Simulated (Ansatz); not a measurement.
Ni:

```xyz
2
Lattice="2.4480 0.0000 0.0000 -1.2240 2.1201 0.0000 0.0000 0.0000 4.0728" Properties=species:S:1:pos:R:3 pbc="T T T"
Ni    1.2240    0.7067    3.0546
Ni    0.0000    1.4134    1.0182
```

This isn't the form of Ni at room conditions, which is fcc.

```yaml
Program: Ansatz 0.2.0
Task: relaxation of cell and atoms
Functional: PBEsol
Dispersion: D3(BJ)
Potentials_or_basis: Ansatz PAW
Cutoff: "420 eV (not typed: the program's choice for these potentials)"
k_mesh: 12 × 12 × 7
Occupations: fermi-dirac, width 0.05 eV
Spin: collinear spin, ferromagnetic start
Starting_moments: "[1.0, 1.0] μB"
```

At the start: volume 10.57 Å³/atom.

Task: How do energy, volume and symmetry change on relaxing?

Result: It ends after 6 steps and the volume is 10.12 Å³/atom (-4.2 %); space group P6_3/mmc (No. 194, to 0.05 Å); moment 1.27 μB per cell.

The path:
| step | energy change (eV) | largest force (eV/Å) | volume (Å³) |
| --- | --- | --- | --- |
| 1 | 0.0000 | 0.0000 | 21.14 |
| 2 | -0.0227 | 0.0000 | 20.68 |
| 3 | -0.0311 | 0.0000 | 20.19 |
| 4 | -0.0311 | 0.0000 | 20.24 |
| 5 | -0.0311 | 0.0000 | 20.24 |
| 6 | -0.0308 | 0.0000 | 20.24 |

Final structure:
```xyz
2
Lattice="2.4257 0.0000 0.0000 -1.2129 2.1007 0.0000 0.0000 0.0000 3.9720" Properties=species:S:1:pos:R:3 pbc="T T T"
Ni    1.2129    0.7002    2.9790
Ni    0.0000    1.4005    0.9930
```

Caveat: the plane-wave basis is chosen anew once the cell has moved, so the energies of steps on either side of that aren't comparable; pairwise dispersion overbinds metals, which lowers pressure and volume; the PAW data sets come from PBE, with cores solved anew for the run's functional, which leaves a small shift of forces and pressure.
